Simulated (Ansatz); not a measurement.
## Moving the functional in In

Symmetry: I4/mmm, No. 139, tetragonal system. Conventional cell: a = 3.251 Å, b = 3.251 Å, c = 4.947 Å, α = 90.00°, β = 90.00°, γ = 90.00°. Around In (site symmetry 4/mmm) lie 12 In at 3.25 to 3.38 Å.

Kept alike: task band structure; k mesh 11 × 11 × 11; occupations fermi-dirac, width 0.05 eV; no spin polarisation. Program: Ansatz, all-electron LAPW, scalar-relativistic. The mesh is that of the run's cell of 1 atom. No spin-orbit coupling.

```csv
functional,pressure (GPa)
LDA,-2.52
PBE,2.05
PBEsol,-0.92
```

Pressure is positive in compression. For a metal such a mesh leaves the last digits unconverged.

What does the functional change here?

The pressure runs from -2.52 (LDA) to 2.05 GPa (PBE). From PBE: LDA -4.57; PBEsol -2.97. A positive pressure means that the functional's own cell is larger than the one given, a negative one that it is smaller.
